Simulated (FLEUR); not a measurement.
# WC (Qusongite) (P-6m2) in FLEUR: further runs, part 3 of 3

FLEUR MaX-R8.1 (patched build s14). The steps go on from the part before.

**4. Single point, LDA (Wigner correlation)+U (volume scaled by 1.04)**

inp.xml

```xml
<?xml version="1.0" encoding="UTF-8" standalone="no"?>
<fleurInput fleurInputVersion="0.39">
   <comment>
      WC                                                                                                  
   </comment>
   <calculationSetup>
      <cutoffs Kmax="3.5" Gmax="17.5" GmaxXC="17.5" numbands="0"/>
      <scfLoop itmax="100" minDistance="0.0002" maxIterBroyd="50" imix="Anderson" alpha="0.05" precondParam="0.0" spinf="2.0"/>
      <coreElectrons ctail="T" frcor="F" kcrel="0" coretail_lmax="0"/>
      <xcFunctional name="wign" relativisticCorrections="F"/>
      <magnetism jspins="1"/>
      <soc l_soc="F" theta="0.0" phi="0.0" spav="F"/>
      <expertModes spex="0" secvar="F"/>
      <geometryOptimization l_f="F" forcealpha="1.0" forcemix="BFGS" epsdisp="0.00001" epsforce="0.00001"/>
      <ldaU l_linMix="F" mixParam="0.05" spinf="1.0"/>
   </calculationSetup>
   <cell>
      <bzIntegration valenceElectrons="32.0" mode="gauss" fermiSmearingEnergy="0.00367493">
         <kPointListSelection listName="default-1"/>
         <!-- k-points included here -->
         <xi:include xmlns:xi="http://www.w3.org/2001/XInclude" href="kpts.xml"> </xi:include>
      </bzIntegration>
      <!-- symmetry operations included here -->
      <xi:include xmlns:xi="http://www.w3.org/2001/XInclude" href="sym.xml"> </xi:include>
      <bulkLattice scale="1.0">
         <bravaisMatrix>
            <row-1>    5.5647668616244044     0.0000000000000000     0.0000000000000000</row-1>
            <row-2>   -2.7823834308122022     4.8192294683541990     0.0000000000000000</row-2>
            <row-3>    0.0000000000000000     0.0000000000000000     5.4309367554900412</row-3>
         </bravaisMatrix>
      </bulkLattice>
   </cell>
   <atomSpecies>
      <species name="Tungsten (W)" element="W" atomicNumber="74">
         <mtSphere radius="2.41" gridPoints="797" logIncrement="0.017"/>
         <atomicCutoffs lmax="8" lnonsphr="6"/>
         <electronConfig flipSpins="F">
            <coreConfig>(1s1/2) (2s1/2) (2p1/2) (2p3/2) (3s1/2) (3p1/2) (3p3/2) (4s1/2) (3d3/2) (3d5/2) (4p1/2) (4p3/2) (4d3/2) (4d5/2)</coreConfig>
            <valenceConfig>(5s1/2) (5p1/2) (5p3/2) (6s1/2) (4f5/2) (4f7/2) (5d3/2) (5d5/2)</valenceConfig>
            <stateOccupation state="(5d3/2)" spinUp="0.800000" spinDown="0.800000"/>
            <stateOccupation state="(5d5/2)" spinUp="1.200000" spinDown="1.200000"/>
         </electronConfig>
         <energyParameters s="6" p="6" d="5" f="4"/>
         <ldaU l="2" U="2" J="0.0" l_amf="F"/>
         <lo type="SCLO" l="0" n="5" eDeriv="0"/>
         <lo type="SCLO" l="1" n="5" eDeriv="0"/>
         <lo type="SCLO" l="3" n="4" eDeriv="2"/>
      </species>
      <species name="Carbon (C)" element="C" atomicNumber="6">
         <mtSphere radius="1.49" gridPoints="493" logIncrement="0.021"/>
         <atomicCutoffs lmax="5" lnonsphr="3"/>
         <electronConfig flipSpins="F">
            <coreConfig>(1s1/2)</coreConfig>
            <valenceConfig>(2s1/2) (2p1/2) (2p3/2)</valenceConfig>
            <stateOccupation state="(2p1/2)" spinUp="0.333333" spinDown="0.333333"/>
            <stateOccupation state="(2p3/2)" spinUp="0.666667" spinDown="0.666667"/>
         </electronConfig>
         <energyParameters s="2" p="2" d="3" f="4"/>
         <lo type="SCLO" l="0" n="2" eDeriv="2"/>
         <lo type="SCLO" l="1" n="2" eDeriv="2"/>
         <lo type="SCLO" l="2" n="3" eDeriv="2"/>
      </species>
   </atomSpecies>
   <atomGroups>
      <atomGroup species="Tungsten (W)">
         <relPos label="                   1">.0000000000 .0000000000 .0000000000</relPos>
         <force calculate="T" relaxXYZ="TTT"/>
      </atomGroup>
      <atomGroup species="Carbon (C)">
         <relPos label="                   2">-1.000/3.000 1.000/3.000 1.000/2.000</relPos>
         <force calculate="T" relaxXYZ="TTT"/>
      </atomGroup>
   </atomGroups>
   <output dos="F" band="F" slice="F">
      <checks vchk="F" cdinf="F"/>
      <bandDOS minEnergy="-.5*Htr" maxEnergy="0.5*Htr" sigma="0.015" storeEVData="T"/>
      <vacuumDOS vacdos="F" integ="F" star="F" nstars="0" locx1="0.0" locy1="0.0" locx2="0.0" locy2="0.0" nstm="0" tworkf="0.0"/>
      <unfoldingBand unfoldBand="F" supercellX="1" supercellY="1" supercellZ="1"/>
      <plotting iplot="0" polar="F">
         <plot TwoD="T" vec1="  1.0  0.0  0.0" vec2="  0.0  1.0  0.0" vec3="  0.0  0.0  1.0" zero="  0.0  0.0  0.0" file="plot"/>
      </plotting>
      <chargeDensitySlicing numkpt="0" minEigenval="0.0" maxEigenval="0.0" nnne="0" pallst="F"/>
      <specialOutput eonly="F"/>
      <magneticCircularDichroism mcd="F" energyLo="-10.0" energyUp="0.0"/>
   </output>
  <!-- We include the file relax.xml here to enable relaxations (see documentation) -->
  <xi:include xmlns:xi="http://www.w3.org/2001/XInclude" href="relax.xml"> <xi:fallback/> </xi:include>
</fleurInput>
```

crystal.txt

```
WC
&input cartesian=F /
2.9447478072  0.0000000000  0.0000000000
-1.4723739036  2.5502264088  0.0000000000
0.0000000000  0.0000000000  2.8739279649
1.8897261246
1.0 1.0 1.0

2
74 0.0000000000  0.0000000000  0.0000000000
6 0.6666666667  0.3333333333  0.5000000000

&kpt div1=10 div2=10 div3=9 gamma=T /
```

Potentials or basis: all-electron, FLAPW.

Run with:

```
inpgen -f crystal.txt -profile veryFastHighL
# inp.xml edited to the form shown
fleur
```

The program printed:

```text
Welcome to FLEUR        (www.flapw.de)
      MaX-Release 8.1          (www.max-centre.eu)

 ========== k-point set info ==========
 Selected k-point list: default-1
 k-point list type: mesh
 10 x 10 x 9
 Number of k points: 70

 ------------Calculation Setup---------------------------
 Number of OMP-threads    :            1
 Number of basis functions:          156
 Approximate size of matrices (H+S) per k-point:         0.001 GB
 --------------------------------------------------------
 no density matrix found ... skipping LDA+U
 Reset of history
 Iteration:     1   Distance:      24.45330879 me/bohr^3
 Iteration:     2   Distance:      22.29306340 me/bohr^3
 Iteration:     3   Distance:      19.06650780 me/bohr^3
 Iteration:     4   Distance:      10.91818240 me/bohr^3
 Iteration:     5   Distance:      10.91466352 me/bohr^3
 Iteration:     6   Distance:       3.41764213 me/bohr^3
 Iteration:     7   Distance:       1.79743087 me/bohr^3
 Iteration:     8   Distance:       0.65673002 me/bohr^3
 Iteration:     9   Distance:       0.52026154 me/bohr^3
 Iteration:    10   Distance:       0.06513950 me/bohr^3
 Iteration:    11   Distance:       0.03215829 me/bohr^3
 Iteration:    12   Distance:       0.01603184 me/bohr^3
 Iteration:    13   Distance:       0.00214827 me/bohr^3
 Iteration:    14   Distance:       0.00130616 me/bohr^3
 Iteration:    15   Distance:       0.00020296 me/bohr^3
 Iteration:    16   Distance:       0.00005382 me/bohr^3

 ********************************************************************
 Run finished successfully
 Stop message:
   all done
 ********************************************************************
```

out.xml (last iteration):

```text
<iteration numberForCurrentRun="   16" overallNumber="   16">
         <energyParameters units="Htr">
            <atomicEP atomType="1" spin="1" branch="6s" branchLowest="-2.13" branchHighest="2.38" value="0.3028708247"/>
            <atomicEP atomType="1" spin="1" branch="6p" branchLowest="-0.75" branchHighest="3.37" value="0.4385220545"/>
            <atomicEP atomType="1" spin="1" branch="5d" branchLowest="-7.97" branchHighest="1.03" value="0.4613945757"/>
            <atomicEP atomType="1" spin="1" branch="4f" branchLowest="-9.99" branchHighest="-0.46" value="-0.4319624164"/>
            <loAtomicEP atomType="1" spin="1" branch="5s" branchLowest="-20.09" branchHighest="-2.13" value="-2.1550006706"/>
            <loAtomicEP atomType="1" spin="1" branch="5p" branchLowest="-14.74" branchHighest="-0.75" value="-0.8670385238"/>
            <loAtomicEP atomType="1" spin="1" branch="4f" branchLowest="-9.99" branchHighest="-0.46" value="-0.4672105872"/>
            <atomicEP atomType="2" spin="1" branch="2s" branchLowest="-9.06" branchHighest="2.14" value="0.0334968521"/>
            <atomicEP atomType="2" spin="1" branch="2p" branchLowest="-9.99" branchHighest="1.98" value="0.2500795360"/>
            <atomicEP atomType="2" spin="1" branch="3d" branchLowest="-9.99" branchHighest="5.86" value="0.4696748163"/>
            <atomicEP atomType="2" spin="1" branch="4f" branchLowest="-9.99" branchHighest="9.74" value="0.6298168084"/>
            <loAtomicEP atomType="2" spin="1" branch="2s" branchLowest="-9.06" branchHighest="2.14" value="0.0334968521"/>
            <loAtomicEP atomType="2" spin="1" branch="2p" branchLowest="-9.99" branchHighest="1.98" value="0.2500566892"/>
            <loAtomicEP atomType="2" spin="1" branch="3d" branchLowest="-9.99" branchHighest="5.86" value="0.4696737626"/>
         </energyParameters>
         <eigenvalues>
            <eigenvaluesAt spin="1" ikpt="1" k_x="0.00000000" k_y="0.00000000" k_z="0.00000000">
                      -2.1569272505       -0.8348360905       -0.8310886031       -0.8310886031       -0.4670457572
                      -0.4668708195       -0.4668708195       -0.4665840485       -0.4665840485       -0.4660821162
                      -0.4655346379        0.0462563979        0.4161801224        0.4510725017        0.4510725017
                       0.5694675828        0.6842857005        0.6842857005        0.7676205412        0.7676205412
                       0.7896924032        1.0760817000        1.1670693584        1.1670693584        1.3139108501
            </eigenvaluesAt>
            <eigenvaluesAt spin="1" ikpt="2" k_x="0.00000000" k_y="0.00000000" k_z="0.11111111">
                      -2.1567767369       -0.8377235534       -0.8308187970       -0.8308187970       -0.4670263075
                      -0.4668508526       -0.4668508526       -0.4664414951       -0.4664414951       -0.4661822533
                      -0.4655299832        0.0568002461        0.4089069914        0.4559821734        0.4559821734
                       0.5703995108        0.6523258805        0.6523258805        0.7851768193        0.7851768193
                       0.7988387062        1.1002143068        1.1721023345        1.1721023345        1.2808906720
            </eigenvaluesAt>
            <eigenvaluesAt spin="1" ikpt="3" k_x="0.00000000" k_y="0.00000000" k_z="0.22222222">
                      -2.1564006927       -0.8450159355       -0.8301741880       -0.8301741880       -0.4670146601
                      -0.4669559312       -0.4669559312       -0.4665691096       -0.4663597684       -0.4663597684
[... 19 lines left out ...]
            <totalCharge value="32.0000000000"/>
         </valenceDensity>
         <coreStates atomType="     1" atomicNumber=" 74" spin="1" kinEnergy="  17555.7327192495" eigValSum="  -9864.6891505320" lostElectrons=" 0.000002">
            <state n="1" l="0" j="0.5" energy="-2547.4680615321" weight="1.0000000000"/>
            <state n="2" l="0" j="0.5" energy="-438.7983577244" weight="1.0000000000"/>
            <state n="2" l="1" j="0.5" energy="-419.6836465796" weight="1.0000000000"/>
            <state n="2" l="1" j="1.5" energy="-370.0221491686" weight="2.0000000000"/>
            <state n="3" l="0" j="0.5" energy="-100.4467081534" weight="1.0000000000"/>
            <state n="3" l="1" j="0.5" energy="-91.9216231500" weight="1.0000000000"/>
            <state n="3" l="1" j="1.5" energy="-81.1860196311" weight="2.0000000000"/>
            <state n="4" l="0" j="0.5" energy="-20.0926408611" weight="1.0000000000"/>
            <state n="3" l="2" j="1.5" energy="-66.7925134290" weight="2.0000000000"/>
            <state n="3" l="2" j="2.5" energy="-64.4561367836" weight="3.0000000000"/>
            <state n="4" l="1" j="0.5" energy="-16.5593440245" weight="1.0000000000"/>
            <state n="4" l="1" j="1.5" energy="-14.0629027660" weight="2.0000000000"/>
            <state n="4" l="2" j="1.5" energy="-8.2516341172" weight="2.0000000000"/>
            <state n="4" l="2" j="2.5" energy="-7.7917815555" weight="3.0000000000"/>
         </coreStates>
         <coreStates atomType="     2" atomicNumber="  6" spin="1" kinEnergy="     31.4231175184" eigValSum="    -18.1229590404" lostElectrons=" 0.000060">
            <state n="1" l="0" j="0.5" energy="-9.0614795202" weight="1.0000000000"/>
         </coreStates>
         <allElectronCharges>
            <spinDependentCharge spin="1" total="80.0000000" interstitial="3.9121127" mtSpheres="76.0878873"/>
            <totalCharge value="79.9999999988"/>
         </allElectronCharges>
         <totalEnergy                                    value="   -16190.7112868532" units="Htr">
            <sumOfEigenvalues                            value="    -9894.8939713151">
               <coreElectrons value="-9882.8121095724"/>
               <valenceElectrons value="-12.0818617427"/>
            </sumOfEigenvalues>
            <densityCoulombPotentialIntegral value="-27709.4749394477"/>
            <densityEffectivePotentialIntegral value="-28130.9911791305"/>
            <chargeDenXCDenIntegral value="-317.1702543062"/>
            <FockExchangeEnergyValence value="0.0000000000"/>
            <FockExchangeEnergyCore value="0.0000000000"/>
            <atomTypeDependentContributions atomType="1">
               <electronNucleiInteractionDifferentMTs value="20158.0008499668"/>
               <MadelungTerm value="-50.7397160035"/>
            </atomTypeDependentContributions>
            <atomTypeDependentContributions atomType="2">
               <electronNucleiInteractionDifferentMTs value="41.8432904003"/>
               <MadelungTerm value="-4.3511944394"/>
            </atomTypeDependentContributions>
            <dftUCorrection value="-0.0342801714"/>
            <tkbTimesEntropy value="0.0000000000"/>
            <freeEnergy value="-16190.7112868532"/>
            <extrapolationTo0K value="-16190.7112868532"/>
         </totalEnergy>
         <ldaUDensityMatrix>
            <densityMatrixFor spin="1" atomType="1" uIndex="1" l="2" U="2.00000000" J="0.00000000">
               (+0.62067,+0.00000) (+0.00000,+0.00000) (+0.00000,+0.00000) (+0.00000,+0.00000) (+0.00000,+0.00000)
               (+0.00000,+0.00000) (+0.57929,+0.00000) (+0.00000,+0.00000) (+0.00000,+0.00000) (+0.00000,+0.00000)
               (+0.00000,+0.00000) (+0.00000,+0.00000) (+0.65115,+0.00000) (+0.00000,+0.00000) (+0.00000,+0.00000)
               (+0.00000,+0.00000) (+0.00000,+0.00000) (+0.00000,+0.00000) (+0.57929,+0.00000) (+0.00000,+0.00000)
               (+0.00000,+0.00000) (+0.00000,+0.00000) (+0.00000,+0.00000) (+0.00000,+0.00000) (+0.62067,+0.00000)
            </densityMatrixFor>
         </ldaUDensityMatrix>
         <ldaUDensityMatrixConvergence>
            <distance spin="1" distance="0.000002"/>
         </ldaUDensityMatrixConvergence>
         <densityConvergence units="me/bohr^3">
            <chargeDensity spin="1" distance="0.0000538210"/>
         </densityConvergence>
      </iteration>
```

Wall time 13 s (1 thread of Intel Xeon at 2.60GHz (Ice Lake), shared host); peak memory 0.05 GiB.

What came out:

```
Free energy                                           : -440571.6984 eV
Valence electrons inside the program's atomic spheres : W 25.74; C 2.34 (radii W 2.41, C 1.49 bohr)
```

Levels at points of the mesh, in eV from the Fermi level:
```csv
k point,band 14,band 15,band 16,band 17,band 18,band 19
"(0.00, 0.00, 0.00)",-3.20,-3.20,0.02,3.14,3.14,5.41
"(0.00, 0.50, 0.00)",-3.44,-3.44,-0.48,2.29,4.36,4.64
```

Eigenvalues of the final occupation matrices:
| site | spin | trace | eigenvalues |
| --- | --- | --- | --- |
| atom type 1 | 1 | 3.05 | 0.58 0.58 0.62 0.62 0.65 |

Core levels (eV from the Fermi level):
```csv
atom,levels
1 W,"1s1/2 -69335.6, 2s1/2 -11955.8, 2p1/2 -11435.7, 2p3/2 -10084.3, 3s1/2 -2748.8, 3p1/2 -2516.8, 3p3/2 -2224.7, 4s1/2 -562.2, 3d3/2 -1833.0, 3d5/2 -1769.4, 4p1/2 -466.1, 4p3/2 -398.1, 4d3/2 -240.0, 4d5/2 -227.5"
2 C,1s1/2 -262.1
```

Caveat: the plane-wave cutoff is short for the small spheres of the light atoms, so energies, forces and moduli aren't converged; the U is typed as a test and isn't derived for this compound. Spin-orbit coupling is left out, which matters for the levels of W.
